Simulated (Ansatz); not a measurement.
**1T-PbSSe monolayer in a perpendicular field**

Wanted: the out-of-plane response of the 1T-PbSSe monolayer. A positive field points along +c.

Program: Ansatz 0.2.0. Level of theory: plane-wave DFT, PBE-D3(BJ), Ansatz PAW. Results are calculated unless marked as measured.

## (1) Starting point

The cell holds 3 atoms: 1 Se, 1 Pb and 1 S. Cell: a = 3.521 Å, b = 3.521 Å, c = 36.559 Å, α = 90.0°, β = 90.0°, γ = 120.0°. Vacuum lies along c.

## (2) Relaxation

The starting cell is a guess, so the in-plane lattice and the atoms are relaxed first, with the slab cut off from its images along the normal.

File input.yaml:

```yaml
crystal:
  lattice:
    - [3.520592, 0.0, 0.0]
    - [-1.760296, 3.0489221084, 0.0]
    - [0.0, 0.0, 36.5589195938]
  atoms:
    - { symbol: Se, position: [0.6666666667, 0.3333333333, 0.4622674901] }
    - { symbol: Pb, position: [0.0, 0.0, 0.5036569363] }
    - { symbol: S, position: [0.3333333333, 0.6666666667, 0.5377325099] }
  periodic: [true, true, false]
kpoints:
  mp_grid: { grid: [12, 12, 1] }
hamiltonian:
  xc: pbe
  dispersion: d3bj
scf:
  occupations: { method: fermi_dirac, width: 0.05 }
  convergence: { dr2_threshold: 1.0e-09 }
relax:
  f_tol: 0.004
  max_steps: 90
  cell: {}
output:
  write_potential: true
  write_density: true
  volumetric_format: npy
```

On the command line:

```sh
ansatz run input.yaml --threads 2 --pin off --max-ram 3072MiB --backend cpu --events-out ev --progress --plain --runs-dir out
```

Numbers of over 12 decimals in the logs are rounded to 6 here.

The program printed:

```text
Warning: relax.cell: scf.convergence.dr2_threshold = 1e-9 eV is looser than the 1.84286471109e-10 eV advised for a relaxation that steers and ends on the stress (1e-10 eV for each atom of the cell: 3, times the square of relax.cell.stress_2d_tol = 0.05 N/m over 12.8 Å (the atoms' height at the walk's start and 5 Å past either face), 3.919e-2 GPa, over a crystal's default 0.05). What an SCF threshold leaves in a stress goes as its square root, and in the free energy as the threshold itself, and one threshold admits the most on a small cell: [figures from the program's tests cut] Set scf.convergence.dr2_threshold to 1.84286471109e-10 eV or tighter. [rest of the remark cut]
Engine: ansatz 0.2.0, aarch64-unknown-linux-gnu
Pseudopotentials: kind: paw
Pseudopotential: Se, paw, valence charge 16, recommended cutoff 420 eV (normal), Se.paw.azcp
Pseudopotential: Pb, paw, valence charge 14, recommended cutoff 420 eV (normal), Pb.paw.azcp
Pseudopotential: S, paw, valence charge 6, recommended cutoff 420 eV (normal), S.paw.azcp
Functional definition: PBE
  parameter kappa = 0.804
  parameter beta = 0.066725
  exchange = pbe_x(kappa = kappa, mu = beta*pi^2/3)
  correlation = pbe_c(beta = beta)
Crystal: 3 atoms, lattice volume = 392.424 Å³
Basis set: ecut = 420 eV, 7617 PW (Γ), exchange–correlation on 48×48×500 points (8 copies of the dense FFT grid, shifted against one another)
Bands: 22, of which v1, the nominal top of the filled ones, is band 18 counted from 1 (17 counted from 0)
Symmetry: 6 space group operations
Space group: P3m1 (ITA 156), of the structure as read, at distance tolerance 7.3e-5 Å
k-points: 19 of 144 (time reversal used)
Non-local potential: Se, projectors of the file, l = 0: 2, l = 1: 2, l = 2: 3, l = 3: 1
Non-local potential: Pb, projectors of the file, l = 0: 2, l = 1: 2, l = 2: 2, l = 3: 2
Non-local potential: S, projectors of the file, l = 0: 2, l = 1: 2, l = 2: 2
PAW form: soft (Blöchl's): semilocal exchange-correlation on the pseudo side does not see the compensation charge
PAW one-centre angular grid: Se, 590 points (default); XC on 64 Gauss nodes
PAW one-centre angular grid: Pb, 590 points (default); XC on 64 Gauss nodes
PAW one-centre angular grid: S, 110 points (default); XC on 64 Gauss nodes
Initial density: superposition of atomic densities (neutral atoms: chi_scale 0, normalization atom), corrected by the library's trained network
Initial wavefunctions: pseudopotential atomic-orbital guess
Functional: x = pbe(κ = 0.804, μ = 0.219515), c = pbe(β = 0.066725)
SCF iter   1: F=—  HF=-18275.824700 eV  |F-HF|=—  |Δ(HF+E_count)|=         —  Δρ=1.45e-3  dr2=3.84e-2  ethr=1.77e-3  ⟨swp⟩=19.6  Hψ=4446  notcnv=0
preconditioner: auto → Resta (q_TF=auto, 1.832 Å⁻¹)  ε∞=1.4  [insulator: Δε(μ)=0.541 eV  Ē_g=15.074 eV  σ=0.050 eV  W_gap=0.99  n_scr=20 (ndim 8)  ℏωp=9.6 eV  f_vac=0.817  D(μ)=0.01/eV (n_scr^D=0)  ε∞_Penn≈1.4  vacuum switching on, ρ_ref=1.6e-2 e/Å³]
SCF iter   2: F=—  HF=-18275.840311 eV  |F-HF|=—  |Δ(HF+E_count)|=   1.56e-2  Δρ=1.94e-3  dr2=1.75e-1  ethr=1.07e-4  ⟨swp⟩=5.6  Hψ=1270  notcnv=0
preconditioner: auto → LDOS  [insulator: Δε(μ)=0.329 eV  Ē_g=15.057 eV  σ=0.050 eV  W_gap=0.93  n_scr=20 (ndim 8)  ℏωp=9.6 eV  f_vac=0.817  D(μ)=0.07/eV (n_scr^D=2)  ε∞_Penn≈1.4  β→1.0]
SCF iter   3: F=—  HF=-18275.823307 eV  |F-HF|=—  |Δ(HF+E_count)|=   1.70e-2  Δρ=5.12e-4  dr2=5.41e-3  ethr=1.07e-4  ⟨swp⟩=5.3  Hψ=1069  notcnv=0
SCF iter   4: F=—  HF=-18275.822400 eV  |F-HF|=—  |Δ(HF+E_count)|=   9.07e-4  Δρ=2.38e-4  dr2=9.53e-4  ethr=1.50e-5  ⟨swp⟩=3.3  Hψ=882  notcnv=0
SCF iter   5: F=—  HF=-18275.822167 eV  |F-HF|=—  |Δ(HF+E_count)|=   2.33e-4  Δρ=3.54e-5  dr2=7.97e-6  ethr=2.65e-6  ⟨swp⟩=3.1  Hψ=684  notcnv=0
SCF iter   6: F=—  HF=-18275.822142 eV  |F-HF|=—  |Δ(HF+E_count)|=   2.54e-5  Δρ=1.55e-5  dr2=1.11e-6  ethr=2.21e-8  ⟨swp⟩=4.0  Hψ=1109  notcnv=0
SCF iter   7: F=—  HF=-18275.822124 eV  |F-HF|=—  |Δ(HF+E_count)|=   1.77e-5  Δρ=4.68e-6  dr2=5.90e-8  ethr=3.08e-9  ⟨swp⟩=2.9  Hψ=803  notcnv=0
SCF iter   8: F=—  HF=-18275.822124 eV  |F-HF|=—  |Δ(HF+E_count)|=   8.16e-8  Δρ=1.47e-6  dr2=1.08e-8  ethr=1.64e-10  ⟨swp⟩=3.6  Hψ=1014  notcnv=0
SCF iter   9: F=-18275.822124 eV  HF=-18275.822124 eV  |F-HF|=9.17e-10  |Δ(HF+E_count)|=   3.16e-9  Δρ=3.38e-7  dr2=4.97e-10  ethr=2.78e-12  ⟨swp⟩=11.6  Hψ=3988  notcnv=0
SCF 1 converged in 9 iterations: F = -18275.822124 eV  dr2 = 4.97e-10
  greatest PAW one-centre occupation: 1.000 electrons in one spin orbital (limit 2), on the Se atom at site 0 (counted from 0), in its partial waves of l = 2
relax step   1: F+E_penalty+E_count = -18275.82212408 eV  Δ(F+E_penalty+E_count) = +0.000e0 eV  max|allowed force component| = 5.855e0 eV/Å  Δτ_max = 0.0000 Å  P = +23.667 N/m  Ω = 392.424 Å³  fix = [c, alpha, beta]  reactions: c +0.000 N/m  (9 SCF iters, accepted)
Crystal: 3 atoms, lattice volume = 401.356 Å³
Basis set: ecut = 420 eV, 7725 PW (Γ), exchange–correlation on 48×48×500 points (8 copies of the dense FFT grid, shifted against one another)
Initial density: handed on by an earlier stage of this run
Initial wavefunctions: those handed on with the density
iter 1 solved again at ethr=3.83e-4 eV; its pass at ethr=3.10e-3 eV (dr2=1.38e-1 eV) is discarded
SCF iter   1: F=—  HF=-18277.453413 eV  |F-HF|=—  |Δ(HF+E_count)|=         —  Δρ=4.63e-3  dr2=1.38e-1  ethr=3.83e-4  ⟨swp⟩=2.4  Hψ=3830  notcnv=0
preconditioner: auto → LDOS  [metal: Δε(μ)=0.079 eV  Ē_g=14.345 eV  σ=0.050 eV  W_gap=0.37  n_scr=20 (ndim 8)  ℏωp=9.5 eV  f_vac=0.807  D(μ)=0.91/eV (n_scr^D=6)  β→1.0]
SCF iter   2: F=—  HF=-18277.438007 eV  |F-HF|=—  |Δ(HF+E_count)|=   1.54e-2  Δρ=2.34e-3  dr2=6.89e-2  ethr=3.83e-4  ⟨swp⟩=4.9  Hψ=1191  notcnv=0
SCF iter   3: F=—  HF=-18277.423031 eV  |F-HF|=—  |Δ(HF+E_count)|=   1.50e-2  Δρ=7.12e-4  dr2=8.32e-3  ethr=1.91e-4  ⟨swp⟩=3.8  Hψ=901  notcnv=0
SCF iter   4: F=—  HF=-18277.421903 eV  |F-HF|=—  |Δ(HF+E_count)|=   1.13e-3  Δρ=1.92e-4  dr2=3.92e-4  ethr=2.31e-5  ⟨swp⟩=3.3  Hψ=811  notcnv=0
SCF iter   5: F=—  HF=-18277.421844 eV  |F-HF|=—  |Δ(HF+E_count)|=   5.83e-5  Δρ=4.96e-5  dr2=9.98e-6  ethr=1.09e-6  ⟨swp⟩=3.3  Hψ=873  notcnv=0
SCF iter   6: F=—  HF=-18277.421868 eV  |F-HF|=—  |Δ(HF+E_count)|=   2.32e-5  Δρ=1.48e-5  dr2=6.74e-7  ethr=2.77e-8  ⟨swp⟩=3.4  Hψ=948  notcnv=0
SCF iter   7: F=—  HF=-18277.421850 eV  |F-HF|=—  |Δ(HF+E_count)|=   1.80e-5  Δρ=4.61e-6  dr2=1.06e-7  ethr=1.87e-9  ⟨swp⟩=3.0  Hψ=969  notcnv=0
SCF iter   8: F=—  HF=-18277.421850 eV  |F-HF|=—  |Δ(HF+E_count)|=   5.81e-8  Δρ=1.07e-6  dr2=6.96e-9  ethr=2.93e-10  ⟨swp⟩=3.9  Hψ=1072  notcnv=0
[...]
SCF iter   5: F=—  HF=-18278.029759 eV  |F-HF|=—  |Δ(HF+E_count)|=   1.12e-4  Δρ=2.73e-5  dr2=1.13e-5  ethr=1.69e-7  ⟨swp⟩=3.4  Hψ=857  notcnv=0
SCF iter   6: F=—  HF=-18278.029761 eV  |F-HF|=—  |Δ(HF+E_count)|=   2.05e-6  Δρ=1.01e-5  dr2=2.22e-6  ethr=3.15e-8  ⟨swp⟩=3.0  Hψ=812  notcnv=0
SCF iter   7: F=—  HF=-18278.029746 eV  |F-HF|=—  |Δ(HF+E_count)|=   1.48e-5  Δρ=3.28e-6  dr2=5.01e-8  ethr=6.16e-9  ⟨swp⟩=2.4  Hψ=560  notcnv=0
SCF iter   8: F=—  HF=-18278.029746 eV  |F-HF|=—  |Δ(HF+E_count)|=   9.97e-8  Δρ=9.59e-7  dr2=3.85e-9  ethr=1.39e-10  ⟨swp⟩=3.5  Hψ=958  notcnv=0
SCF iter   9: F=-18278.029746 eV  HF=-18278.029746 eV  |F-HF|=6.51e-10  |Δ(HF+E_count)|=   8.41e-9  Δρ=2.48e-7  dr2=3.50e-10  ethr=2.78e-12  ⟨swp⟩=12.8  Hψ=3452  notcnv=0
SCF 3 converged in 9 iterations: F = -18278.029746 eV  dr2 = 3.50e-10
relax step   3: F+E_penalty+E_count = -18278.02974597 eV  Δ(F+E_penalty+E_count) = -6.079e-1 eV  max|allowed force component| = 8.155e-1 eV/Å  Δτ_max = 0.0323 Å  P = +4.325 N/m  Ω = 440.908 Å³  energy of the carried Pulay correction = -9.133e-4 eV  fix = [c, alpha, beta]  reactions: c +0.000 N/m  (9 SCF iters, accepted)
[...]
relax step   4: F+E_penalty+E_count = -18278.15422007 eV  Δ(F+E_penalty+E_count) = -1.245e-1 eV  max|allowed force component| = 2.379e-1 eV/Å  Δτ_max = 0.0162 Å  P = +1.157 N/m  Ω = 465.549 Å³  energy of the carried Pulay correction = -1.338e-3 eV  fix = [c, alpha, beta]  reactions: c +0.000 N/m  (9 SCF iters, accepted)
[...]
relax step   5: F+E_penalty+E_count = -18278.16622938 eV  Δ(F+E_penalty+E_count) = -1.201e-2 eV  max|allowed force component| = 3.855e-2 eV/Å  Δτ_max = 0.0089 Å  P = +0.176 N/m  Ω = 474.620 Å³  energy of the carried Pulay correction = -1.488e-3 eV  fix = [c, alpha, beta]  reactions: c +0.000 N/m  (9 SCF iters, accepted)
[...]
relax step   6: F+E_penalty+E_count = -18278.16652447 eV  Δ(F+E_penalty+E_count) = -2.951e-4 eV  max|allowed force component| = 3.931e-4 eV/Å  Δτ_max = 0.0025 Å  P = +0.015 N/m  Ω = 476.084 Å³  energy of the carried Pulay correction = -1.512e-3 eV  fix = [c, alpha, beta]  reactions: c +0.000 N/m  (8 SCF iters, accepted)
Basis set: ecut = 420 eV, 9411 PW (Γ), exchange–correlation on 54×54×500 points (8 copies of the dense FFT grid, shifted against one another)
Initial wavefunctions: pseudopotential atomic-orbital guess (no wavefunctions were taken with the density)
iter 1 solved again at ethr=7.17e-7 eV; its pass at ethr=3.10e-3 eV (dr2=2.58e-4 eV) is discarded
SCF iter   1: F=—  HF=-18278.155151 eV  |F-HF|=—  |Δ(HF+E_count)|=         —  Δρ=3.80e-4  dr2=2.22e-5  ethr=7.17e-7  ⟨swp⟩=5.4  Hψ=4770  notcnv=0
preconditioner: auto → LDOS  [insulator: Δε(μ)=0.190 eV  Ē_g=13.431 eV  σ=0.050 eV  W_gap=0.73  n_scr=20 (ndim 8)  ℏωp=8.7 eV  f_vac=0.806  D(μ)=0.34/eV (n_scr^D=4)  ε∞_Penn≈1.4  β→1.0]
SCF iter   2: F=—  HF=-18278.168574 eV  |F-HF|=—  |Δ(HF+E_count)|=   1.34e-2  Δρ=1.83e-5  dr2=1.22e-5  ethr=6.18e-8  ⟨swp⟩=4.8  Hψ=1093  notcnv=0
SCF iter   3: F=—  HF=-18278.168519 eV  |F-HF|=—  |Δ(HF+E_count)|=   5.51e-5  Δρ=2.08e-5  dr2=7.76e-6  ethr=3.40e-8  ⟨swp⟩=2.3  Hψ=564  notcnv=0
SCF iter   4: F=—  HF=-18278.168553 eV  |F-HF|=—  |Δ(HF+E_count)|=   3.49e-5  Δρ=9.50e-6  dr2=2.02e-6  ethr=2.15e-8  ⟨swp⟩=2.8  Hψ=589  notcnv=0
SCF iter   5: F=—  HF=-18278.168552 eV  |F-HF|=—  |Δ(HF+E_count)|=   1.24e-6  Δρ=4.61e-6  dr2=3.43e-7  ethr=5.61e-9  ⟨swp⟩=2.0  Hψ=567  notcnv=0
SCF iter   6: F=—  HF=-18278.168555 eV  |F-HF|=—  |Δ(HF+E_count)|=   2.96e-6  Δρ=1.38e-6  dr2=1.80e-8  ethr=9.54e-10  ⟨swp⟩=2.5  Hψ=575  notcnv=0
SCF iter   7: F=-18278.168556 eV  HF=-18278.168556 eV  |F-HF|=9.51e-8  |Δ(HF+E_count)|=   6.07e-7  Δρ=3.06e-7  dr2=8.83e-10  ethr=2.78e-12  ⟨swp⟩=12.9  Hψ=3962  notcnv=0
SCF 7 converged in 7 iterations: F = -18278.168556 eV  dr2 = 8.83e-10
relax step   7: F+E_penalty+E_count = -18278.16855586 eV  Δ(F+E_penalty+E_count) = -2.031e-3 eV  max|allowed force component| = 6.834e-4 eV/Å  Δτ_max = 0.0000 Å  P = +0.047 N/m  Ω = 476.084 Å³  fix = [c, alpha, beta]  reactions: c +0.000 N/m  stress off target by 4.72e-2 N/m on what of the cell is left free  SCF on the basis re-selected at this cell (its energy is not comparable with the rows above)  (7 SCF iters)
basis re-selected at this cell: Δ(F+E_penalty+E_count) = -2.031e-3 eV, ΔP = +0.032 N/m vs the last step (what re-selecting the basis moved, of the pressure what is left beyond the Pulay correction that the steps carried, after the strain that the cell walked since its last selection, with what the two solves' SCF thresholds leave and, on support functions, any second-order correction that the steps lacked; it is no measure of the basis error at this ecutwfc). The dense FFT grid was sized anew with the basis: this SCF ran on 27×27×250 points, the steps before it on 24×24×250, so part of this shift can come from that change (see relax.cell in the input reference). [rest of the remark cut]
WARN: The input density's exchange-correlation potential varies sharply where the density is thin. Do not read a vacuum level from v_tot or v_xc, or from such a field of the output density. On a cell that repeats whose density bears no net charge and no dipole along the vacuum's axis use v_es (v_loc + v_h of the components); under efield.dipole_correction with no amplitude use v_es + v_field, which holds any external [...]
SCF converged after 7 iterations
Free energy (F): -18278.168556 eV
Harris-Foulkes:  -18278.168556 eV  (|F-HF|=9.51e-8)
Internal energy: -18278.165155 eV  (E = F + TS)
E sigma→0 (E₀):  -18278.166855 eV
Entropy (-TS):   -0.003401 eV (-1.134 meV/atom)
Fermi energy:    -6.021902 eV
--- Per-component energies (eV) ---
  E_band       = -932.245394
  E_kinetic    = 513.611472
  E_local      = -72652.078688  (includes V_loc(G=0)·N_el)
  E_nonlocal   = -214.502435
  E_hartree    = 35932.771394
  E_xc         = -418.374552
  E_vxc        = -313.568425  (∫ρ·V_xc dr)
  E_paw        = -12923.793854  (= ΣΔE_a)
  E_vpaw       = -131.246749  (= ΣTr[D̂ρ^β])
  E_aug_tail   = -0.000521  (compensation charges beyond the density's cutoff)
  E_ewald      = 31484.901303
  E_disp       = -0.699273  (pairwise vdW)
  E_smearing   = -0.003401  (= −TS)
  E_closure    = 0.000000  (closes the sum)
  Σ components = -18278.168556   (vs F -18278.168556, Δ=0.00e0)
--- Forces (eV/Å), atoms counted from 1 ---
  atom   1  Se     0.00000000    -0.00000000     0.00068251
  atom   2  Pb    -0.00000000    -0.00000000    -0.00016014
  atom   3  S      0.00000000     0.00000000    -0.00052495
  max |Σ_I F_I| component: 2.58e-6 eV/Å
--- 2D stress c σ (N/m, compression-positive) ---
        0.047175      -0.000000      -0.000000
        0.000000       0.047175       0.000000
       -0.000000       0.000000       0.000000
  P = ½ c Tr σ = 0.0472 N/m
--- Band table (eV; the first three rows and the last of 19) ---
  k-point 0: bands = [... 14 lower, -6.9967, -6.9967, -6.1349, -6.1349, -5.4056, -2.9396, -1.2620, -1.2620]
  k-point 1: bands = [... 14 lower, -7.3478, -7.1118, -6.5434, -6.1597, -5.0990, -2.5529, -1.4927, -1.1297]
  k-point 2: bands = [... 14 lower, -7.3970, -7.3969, -7.1235, -6.2299, -4.8602, -2.2016, -1.2858, -0.8279]
  k-point 18: bands = [... 14 lower, -9.4019, -9.1807, -7.0892, -6.9480, -5.1632, -1.0829, -1.0093, 0.3125]
  the weakly bound empty levels are not read free of the cell's end (no_gap_told)
--- Relaxed structure (6 steps of the walk, 6 accepted, 1 SCFs on fresh bases) ---
  F+E_penalty+E_count = -18278.16855586 eV   max|allowed force component| = 6.834e-4 eV/Å   (the final SCF, on the basis selected at the relaxed cell)
  cell:  # Å, volume = 476.0841 Å³
    - [3.877750, 2.6435015277371884e-17, 0]
    - [-1.938875, 3.358230, 0]
    - [0, 0, 36.5589195938]
  atoms:
    - { symbol: Se, position: [0.666667, 0.333333, 0.456204] }
    - { symbol: Pb, position: [0, 0, 0.502734] }
    - { symbol: S, position: [0.333333, 0.666667, 0.544719] }
```

Elapsed: 73 s, on 2 threads of Arm Neoverse V1, shared host; peak memory 0.72 GiB.

Relaxation path:

```
step  energy less that of the first step (eV)  largest force component (eV/Å)  volume (Å³)
   1                                   0.0000                          5.8550       392.42
   2                                  -1.5997                          2.2795       401.36
   3                                  -2.2076                          0.8155       440.91
   4                                  -2.3321                          0.2379       465.55
   5                                  -2.3441                          0.0386       474.62
   6                                  -2.3444                          0.0004       476.08
  7*                                  -2.3464                          0.0007       476.08
```

Relaxation steps marked * repeat the geometry before them on a plane-wave basis chosen anew for their cell, so energy and pressure can jump there.

The run keeps the 6 symmetry operations that it works with, so distortions that break them were not tested.

```
cell as run  before  after   change
      a (Å)   3.521  3.878  +10.1 %
      b (Å)   3.521  3.878  +10.1 %
```

The atoms that moved most (Å, along periodic axes as changes of fractional coordinates times the final cell, across vacuum about the mean position):

```
atom     dx     dy      dz  length
  S3  0.000  0.000   0.255   0.255
 Se1  0.000  0.000  -0.222   0.222
 Pb2  0.000  0.000  -0.034   0.034
```

Final coordinates:

```xyz
3
Lattice="3.8778 0.0000 0.0000 -1.9389 3.3582 0.0000 0.0000 0.0000 36.5589" Properties=species:S:1:pos:R:3
Se    1.9389    1.1194   16.6783
Pb    0.0000    0.0000   18.3794
S     0.0000    2.2388   19.9143
```

This step gave:

```yaml
energy_at_zero_smearing: -18278.1669 eV
```

The lattice constant a goes from 3.521 to 3.878 Å.

[end of part 1 of 3]

[Logs are printed without paths, hosts, clocks, repeated set-up lines and the standing remarks that a program may print on its own settings, such as how far it seeks lower states.]

[Hosts, paths, dates, database ids (printed as entryN), source tags and the programs' standing remarks are cut or masked in the printed files.]

[Maps of the electrostatic potential energy from Ansatz leave out the sawtooth potential of an applied field or a dipole correction, so their vacuum need not be flat; planar profiles and work functions include it.]
